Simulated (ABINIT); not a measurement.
# Te (R-3m) in ABINIT: further runs

One crystal, Te, is run at these levels: LDA, PBEsol; tasks: relaxation of cell and atoms, single point.

Everything below comes from runs of ABINIT 10.8.3 (patched build). Logs are shortened: lines on timing, memory, paths and dates and some standing lists are left out, and cuts for length are marked. The log counts tension as positive stress, the text compression.

## 1. Starting point

Symmetry: R-3m, No. 166, trigonal system. Conventional cell: a = 4.612 Å, b = 4.612 Å, c = 5.073 Å, α = 90.00°, β = 90.00°, γ = 120.00°. Te (site symmetry -3m) has 6 Te at 3.15 Å as nearest neighbours.

This isn't the form of Te at room conditions, which is trigonal, of chains.

## 2. Relaxation of cell and atoms, LDA

run.abi reads:

```
pp_dirpath "./"
pseudos "Te.upf"

acell 3.1541904739 3.1541904739 3.1541904739 Angstrom
rprim
     0.7310605881     0.4220780273     0.5360975242
    -0.7310605881     0.4220780273     0.5360975242
     0.0000000000    -0.8441560546     0.5360975242
ntypat 1
znucl 52
natom 1
typat 1
chkprim 0
chksymtnons 0
tolsym 1.0e-6
xred
            1/2            1/2            1/2

ecut 40.0
ecutsm 0.5

kptopt 1
ngkpt 7 7 7
nshiftk 1
shiftk 0.0 0.0 0.0

ixc 7

nband 12
occopt 3
tsmear 0.00183747

nstep 80
tolvrs 1.0e-12

iomode 3
prteig 0
prtebands 0
prtwf 0
prtden 0

ionmov 2
optcell 2
ntime 50
tolmxf 2.0e-5
dilatmx 1.08
```

Potentials or basis: PseudoDojo NC SR LDA v0.4.1 standard.

Command:

```console
abinit run.abi > log 2>&1
```

run.abo:

```text
.Version 10.8.3 of ABINIT
 Symmetries : space group R-3 m (#166); Bravais hR (rhombohedral)
================================================================================
 Values of the parameters that define the memory need of the present run
     intxc =       0    ionmov =       2      iscf =       7    lmnmax =       6
     lnmax =       6     mgfft =      40  mpssoang =       3    mqgrid =    3001
     natom =       1  nloc_mem =       1    nspden =       1   nspinor =       1
    nsppol =       1      nsym =      12    n1xccc =    2501    ntypat =       1
    occopt =       3   xclevel =       1
       mpw =        3238          nfft =       64000          nkpt =          44
================================================================================
================================================================================

--------------------------------------------------------------------------------
------------- Echo of variables that govern the present computation ------------
--------------------------------------------------------------------------------
 -outvars: echo values of preprocessed input variables --------
            acell      5.9605561446E+00  5.9605561446E+00  5.9605561446E+00 Bohr
              amu      1.27600000E+02
          chkprim           0
      chksymtnons           0
          dilatmx      1.08000000E+00
             ecut      4.00000000E+01 Hartree
           ecutsm      5.00000000E-01 Hartree
           ionmov           2
              ixc           7
         kptrlatt        7    0    0      0    7    0      0    0    7
          kptrlen      4.17238930E+01
            natom           1
            nband          12
            ngfft          40      40      40
             nkpt          44
            nstep          80
             nsym          12
            ntime          50
           ntypat           1
           occopt           3
          optcell           2
           prtden           0
        prtebands           0
           prteig           0
            prtwf           0
            rprim      7.3106058810E-01  4.2207802730E-01  5.3609752420E-01
                      -7.3106058810E-01  4.2207802730E-01  5.3609752420E-01
                       0.0000000000E+00 -8.4415605460E-01  5.3609752420E-01
          spgroup         166
           tolmxf      2.00000000E-05
           tolsym      1.00000000E-06
           tolvrs      1.00000000E-12
           tsmear      1.83747000E-03 Hartree
            typat      1
           xangst      1.0699848460E-16 -8.7196288992E-17  2.5364305559E+00
            xcart      2.0219783178E-16 -1.6477710539E-16  4.7931590880E+00
             xred      5.0000000000E-01  5.0000000000E-01  5.0000000000E-01
            znucl       52.00000

================================================================================

 chkinp: Checking input parameters for consistency.

================================================================================
== DATASET  1 ==================================================================

--- !DatasetInfo
iteration_state: {dtset: 1, }
dimensions: {natom: 1, nkpt: 44, mband: 12, nsppol: 1, nspinor: 1, nspden: 1, mpw: 3238, }
cutoff_energies: {ecut:  40.0, pawecutdg:  -1.0, }
electrons: {nelect:   1.60000000E+01, charge:   0.00000000E+00, occopt:   3.00000000E+00, tsmear:   1.83747000E-03, }
meta: {optdriver: 0, ionmov: 2, optcell: 2, iscf: 7, paral_kgb: 0, }
...

 Exchange-correlation functional for the present dataset will be:
  LDA: Perdew-Wang 92 LSD fit to Ceperley-Alder data - ixc=7
  J.P.Perdew and Y.Wang, PRB 45, 13244 (1992)

 Real(R)+Recip(G) space primitive vectors, cartesian coordinates (Bohr,Bohr^-1):
 R(1)=  4.3575277  2.5158198  3.1954394  G(1)=  0.1147440  0.0662475  0.1043153
 R(2)= -4.3575277  2.5158198  3.1954394  G(2)= -0.1147440  0.0662475  0.1043153
 R(3)=  0.0000000 -5.0316396  3.1954394  G(3)=  0.0000000 -0.1324949  0.1043153
 Unit cell volume ucvol=  2.1018490E+02 bohr^3
 Angles (23,13,12)=  9.39507615E+01  9.39507615E+01  9.39507615E+01 degrees

 getcut: wavevector=  0.0000  0.0000  0.0000  ngfft=  40  40  40
         ecut(hartree)=     46.656   => boxcut(ratio)=   2.18335

--- Pseudopotential description ------------------------------------------------
- pspini: atom type   1  psp file is ./Te.upf
  52.00000  16.00000  180309                  znucl, zion, pspdat
12 -1012 2 -1 1278                            pspcod,pspxc,lmax,lloc,mmax
     nproj     2     2     2

   5.78483132E+02                                ecore*ucvol(ha*bohr**3)
--------------------------------------------------------------------------------

================================================================================

=== [ionmov= 2] Broyden-Fletcher-Goldfarb-Shanno method (forces)
================================================================================

--- Iteration: ( 1/50) Internal Cycle: (1/1)
--------------------------------------------------------------------------------

---SELF-CONSISTENT-FIELD CONVERGENCE--------------------------------------------

--- !BeginCycle
iteration_state: {dtset: 1, itime: 1, icycle: 1, }
solver: {iscf: 7, nstep: 80, nline: 4, wfoptalg: 0, }
tolerances: {tolvrs: 1.00E-12, }
...

     iter   Etot(hartree)      deltaE(h)  residm     vres2
 ETOT  1  -104.60040854623    -1.046E+02 1.332E-01 2.500E-01
 ETOT  2  -104.62980273699    -2.939E-02 5.036E-03 7.829E-01
 ETOT  3  -104.62989900493    -9.627E-05 1.162E-03 2.476E-01
 ETOT  4  -104.62994229816    -4.329E-05 6.750E-04 1.802E-04
 ETOT  5  -104.62994234244    -4.428E-08 3.318E-04 1.271E-06
 ETOT  6  -104.62994234251    -6.835E-11 1.789E-04 1.669E-07
 ETOT  7  -104.62994234253    -2.035E-11 1.453E-04 1.837E-08
 ETOT  8  -104.62994234253    -2.842E-12 5.526E-05 2.013E-12
 ETOT  9  -104.62994234253     4.121E-13 5.655E-05 3.112E-13

 At SCF step    9       vres2   =  3.11E-13 < tolvrs=  1.00E-12 =>converged.

 Cartesian components of stress tensor (hartree/bohr^3)
  sigma(1 1)=  5.56172675E-05  sigma(3 2)=  0.00000000E+00
  sigma(2 2)=  5.56172696E-05  sigma(3 1)=  0.00000000E+00
  sigma(3 3)=  2.69073582E-05  sigma(2 1)=  0.00000000E+00
[... 751 lines left out ...]
 Cartesian coordinates (xcart) [bohr]
  2.05890997214812E-16 -1.69041605500969E-16  4.84363123759706E+00
 Reduced coordinates (xred)
  5.00000000000000E-01  5.00000000000000E-01  5.00000000000000E-01
 Cartesian forces (fcart) [Ha/bohr]; max,rms= 0.00000E+00 0.00000E+00 (free atoms)
 -0.00000000000000E+00 -0.00000000000000E+00 -0.00000000000000E+00
 Gradient of E wrt nuclear positions in reduced coordinates (gred)
  0.00000000000000E+00  0.00000000000000E+00 -0.00000000000000E+00
 Scale of Primitive Cell (acell) [bohr]
  5.91415412886688E+00  5.91415412886688E+00  5.91415412862006E+00
 Real space primitive translations (rprimd) [bohr]
  4.29099752665772E+00  2.47740857691145E+00  3.22908749173137E+00
 -4.29099752665772E+00  2.47740857691145E+00  3.22908749173137E+00
  0.00000000000000E+00 -4.95481715382290E+00  3.22908749173137E+00
 Unitary Cell Volume (ucvol) [Bohr^3]=  2.05961935182837E+02
 Angles (23,13,12)= [degrees]
  9.30287624966225E+01  9.30287624966225E+01  9.30287625012849E+01
 Lengths [Bohr]
  5.91415412886688E+00  5.91415412886688E+00  5.91415412862006E+00
 Stress tensor in cartesian coordinates (strten) [Ha/bohr^3]
  8.33129425344137E-09  0.00000000000000E+00  0.00000000000000E+00
  0.00000000000000E+00  8.33345645268047E-09  0.00000000000000E+00
  0.00000000000000E+00  0.00000000000000E+00  3.93169272278060E-08
 Total energy (etotal) [Ha]= -1.04630097432211E+02

 Difference of energy with previous step (new-old):
           Absolute (Ha)=-1.34721E-08
           Relative     =-1.28760E-10

 At Broyd/MD step   9, gradients are converged :
  max grad (force/stress) = 3.9317E-06 < tolmxf= 2.0000E-05 ha/bohr (free atoms)

================================================================================

 ----iterations are completed or convergence reached----

 Mean square residual over all n,k,spin=   25.942E-13; max=  11.339E-10
 reduced coordinates (array xred) for    1 atoms
       0.500000000000      0.500000000000      0.500000000000
 rms dE/dt=  0.0000E+00; max dE/dt=  0.0000E+00; dE/dt below (all hartree)
    1       0.000000000000      0.000000000000      0.000000000000

 cartesian coordinates (angstrom) at end:
    1      0.00000000000000    -0.00000000000000     2.56313926721539

 cartesian forces (hartree/bohr) at end:
    1     -0.00000000000000    -0.00000000000000    -0.00000000000000
 frms,max,avg= 0.0000000E+00 0.0000000E+00   0.000E+00  0.000E+00  0.000E+00 h/b

 cartesian forces (eV/Angstrom) at end:
    1     -0.00000000000000    -0.00000000000000    -0.00000000000000
 frms,max,avg= 0.0000000E+00 0.0000000E+00   0.000E+00  0.000E+00  0.000E+00 e/A
 length scales=  5.914154128867  5.914154128867  5.914154128620 bohr
              =  3.129635584641  3.129635584641  3.129635584510 angstroms
 Fermi (or HOMO) energy (hartree) =   0.21295   Average Vxc (hartree)=  -0.38773
 Eigenvalues (hartree) for nkpt=  44  k points:
 kpt#   1, nband= 12, wtk=  0.00292, kpt=  0.0000  0.0000  0.0000 (reduced coord)
  -1.16396   -1.16396   -1.16120   -1.16120   -1.16067   -0.31185    0.24790    0.26132
   0.26132    0.43818    0.43818    0.45312
      occupation numbers for kpt#   1
   2.00000    2.00000    2.00000    2.00000    2.00000    2.00000    0.00000    0.00000
   0.00000    0.00000    0.00000    0.00000
 prteigrs : prtvol=0 or 1, do not print more k-points.

--- !EnergyTerms
iteration_state     : {dtset: 1, itime: 9, icycle: 1, }
comment             : Components of total free energy in Hartree
kinetic             :  5.68234888095575E+01
hartree             :  2.50027674542823E+01
xc                  : -2.42652198694336E+01
Ewald energy        : -6.15283032249903E+01
psp_core            :  2.80868953687309E+00
local_psp           : -7.45719520635597E+01
non_local_psp       : -2.88993875340648E+01
internal            : -1.04629916891335E+02
'-kT*entropy'       : -1.80540875233805E-04
total_energy        : -1.04630097432211E+02
total_energy_eV     : -2.84712999418251E+03
band_energy         : -1.16716933095385E+01
...

 Cartesian components of stress tensor (hartree/bohr^3)
  sigma(1 1)=  8.33129425E-09  sigma(3 2)=  0.00000000E+00
  sigma(2 2)=  8.33345645E-09  sigma(3 1)=  0.00000000E+00
  sigma(3 3)=  3.93169272E-08  sigma(2 1)=  0.00000000E+00

-Cartesian components of stress tensor (GPa)         [Pressure= -5.4901E-04 GPa]
- sigma(1 1)=  2.45115140E-04  sigma(3 2)=  0.00000000E+00
- sigma(2 2)=  2.45178754E-04  sigma(3 1)=  0.00000000E+00
- sigma(3 3)=  1.15674394E-03  sigma(2 1)=  0.00000000E+00

== END DATASET(S) ==============================================================
================================================================================

 -outvars: echo values of variables after computation  --------
            acell      5.9141541289E+00  5.9141541289E+00  5.9141541286E+00 Bohr
           etotal     -1.0463009743E+02
            fcart     -0.0000000000E+00 -0.0000000000E+00 -0.0000000000E+00
            rprim      7.2554712528E-01  4.1889482806E-01  5.4599312452E-01
                      -7.2554712528E-01  4.1889482806E-01  5.4599312452E-01
                       0.0000000000E+00 -8.3778965615E-01  5.4599312455E-01
           strten      8.3312942534E-09  8.3334564527E-09  3.9316927228E-08
                       0.0000000000E+00  0.0000000000E+00  0.0000000000E+00
           xangst      1.0895282358E-16 -8.9452965265E-17  2.5631392672E+00
             xred      5.0000000000E-01  5.0000000000E-01  5.0000000000E-01
 Calculation completed.
```

Run time: 3.3 min. Hardware: 1 thread of Intel Xeon 6975P-C (Granite Rapids), shared host; peak memory 0.09 GiB.

What came out:

- Free energy: -2847.1300 eV
- Relaxed volume: 30.52 Å³/atom
- Relaxed cell: a = 3.130 Å, b = 3.130 Å, c = 3.130 Å, α = 93.03°, β = 93.03°, γ = 93.03°
- Space group after relaxing (to 0.05 Å): R-3m (No. 166)
- Energy gained by relaxing: 4.2 meV/atom
- Ionic steps: 9
- Pressure after relaxing: 0.0 GPa
- Band gap on the k mesh: none (metal or under the smearing width)

The path:
```csv
step,energy change (eV),largest force (eV/Å),pressure (GPa),volume (Å³)
1,0.0000,0.0000,-1.35,31.15
2,-0.0011,0.0000,-1.12,31.02
3,-0.0035,0.0000,0.12,30.39
4,-0.0035,0.0000,0.08,30.42
5,-0.0039,0.0000,-0.16,30.56
6,-0.0041,0.0000,-0.21,30.61
7,-0.0042,0.0000,-0.10,30.57
8,-0.0042,0.0000,-0.01,30.53
9,-0.0042,0.0000,0.00,30.52
```

Final structure:
```cif
data_structure
_symmetry_space_group_name_H-M 'P 1'
_symmetry_Int_Tables_number 1
_cell_length_a 3.1296
_cell_length_b 3.1296
_cell_length_c 3.1296
_cell_angle_alpha 93.029
_cell_angle_beta 93.029
_cell_angle_gamma 93.029
_cell_volume 30.52
loop_
_atom_site_label
_atom_site_type_symbol
_atom_site_fract_x
_atom_site_fract_y
_atom_site_fract_z
_atom_site_occupancy
Te1 Te 0.50000 0.50000 0.50000 1
```

Spin-orbit coupling is left out, which matters for the levels of Te.

## 3. Single point, LDA (cell relaxed)

run.abi reads:

```
# Pseudopotentials
pp_dirpath "./"
pseudos "Te.upf"

# Structure
acell 3*1.0 Angstrom
rprim
     2.2706981000     1.3109881600     1.7087595100
    -2.2706981000     1.3109881600     1.7087595100
     0.0000000000    -2.6219763200     1.7087595100
ntypat 1
znucl 52
natom 1
typat 1
xred
     0.5000000000     0.5000000000     0.5000000000
chkprim 0
chksymtnons 0
tolsym 1.0e-6

# Plane-wave basis
ecut 40.0

# k points
kptopt 1
ngkpt 7 7 7
nshiftk 1
shiftk 0.0 0.0 0.0

# Exchange and correlation
ixc 7

# Bands and occupations
nband 12
occopt 3
tsmear 0.05 eV

# SCF cycle
nstep 100
tolvrs 1.0e-10

# Output
iomode 3
prtwf 0
prtden 0
prteig 0
prtebands 0
enunit 2
```

Potentials or basis: PseudoDojo NC SR LDA v0.4.1 standard.

Command:

```console
abinit run.abi > log 2>&1
```

run.abo:

```text
.Version 10.8.3 of ABINIT
 Symmetries : space group R-3 m (#166); Bravais hR (rhombohedral)
================================================================================
 Values of the parameters that define the memory need of the present run
     intxc =       0    ionmov =       0      iscf =       7    lmnmax =       6
     lnmax =       6     mgfft =      36  mpssoang =       3    mqgrid =    3001
     natom =       1  nloc_mem =       1    nspden =       1   nspinor =       1
    nsppol =       1      nsym =      12    n1xccc =    2501    ntypat =       1
    occopt =       3   xclevel =       1
       mpw =        2510          nfft =       46656          nkpt =          44
================================================================================
================================================================================

--------------------------------------------------------------------------------
------------- Echo of variables that govern the present computation ------------
--------------------------------------------------------------------------------
 -outvars: echo values of preprocessed input variables --------
            acell      1.8897261259E+00  1.8897261259E+00  1.8897261259E+00 Bohr
              amu      1.27600000E+02
          chkprim           0
      chksymtnons           0
             ecut      4.00000000E+01 Hartree
           enunit           2
              ixc           7
         kptrlatt        7    0    0      0    7    0      0    0    7
[... 154 lines left out ...]
 -31.67302  -31.67302  -31.59792  -31.59792  -31.58355   -8.48577    6.74582    7.11075
   7.11075   11.92342   11.92342   12.33015
 prteigrs : prtvol=0 or 1, do not print more k-points.

--- !EnergyTerms
iteration_state     : {dtset: 1, }
comment             : Components of total free energy in Hartree
kinetic             :  5.68234941715967E+01
hartree             :  2.50027752945968E+01
xc                  : -2.42652210447861E+01
Ewald energy        : -6.15283032592867E+01
psp_core            :  2.80868954152054E+00
local_psp           : -7.45719549419710E+01
non_local_psp       : -2.88993979742531E+01
internal            : -1.04629918212583E+02
'-kT*entropy'       : -1.80540225591931E-04
total_energy        : -1.04630098752808E+02
total_energy_eV     : -2.84713003011781E+03
band_energy         : -1.16716893554954E+01
...

 Cartesian components of stress tensor (hartree/bohr^3)
  sigma(1 1)=  8.00938130E-07  sigma(3 2)=  0.00000000E+00
  sigma(2 2)=  8.00923220E-07  sigma(3 1)=  0.00000000E+00
  sigma(3 3)=  8.08331483E-07  sigma(2 1)=  0.00000000E+00

-Cartesian components of stress tensor (GPa)         [Pressure= -2.3637E-02 GPa]
- sigma(1 1)=  2.35644133E-02  sigma(3 2)=  0.00000000E+00
- sigma(2 2)=  2.35639747E-02  sigma(3 1)=  0.00000000E+00
- sigma(3 3)=  2.37819333E-02  sigma(2 1)=  0.00000000E+00

== END DATASET(S) ==============================================================
================================================================================

 -outvars: echo values of variables after computation  --------
            acell      1.8897261259E+00  1.8897261259E+00  1.8897261259E+00 Bohr
           etotal     -1.0463009875E+02
            fcart     -0.0000000000E+00 -0.0000000000E+00 -0.0000000000E+00
            rprim      2.2706981000E+00  1.3109881600E+00  1.7087595100E+00
                      -2.2706981000E+00  1.3109881600E+00  1.7087595100E+00
                       0.0000000000E+00 -2.6219763200E+00  1.7087595100E+00
           strten      8.0093812968E-07  8.0092322003E-07  8.0833148292E-07
                       0.0000000000E+00  0.0000000000E+00  0.0000000000E+00
           xangst      0.0000000000E+00  0.0000000000E+00  2.5631392650E+00
             xred      5.0000000000E-01  5.0000000000E-01  5.0000000000E-01
 Calculation completed.
```

Run time: 19 s. Hardware: 1 thread of Intel Xeon 6975P-C (Granite Rapids), shared host; peak memory 0.08 GiB.

Results:

```
Free energy                                           : -2847.1300 eV
Pressure                                              : 0.0 GPa
Band gap on the k mesh                                : none (metal or under the smearing width)
Valence electrons inside the program's atomic spheres : Te 11.92 (radii [1.0584] Å)
```

(Part 1 of 2 ends here.)
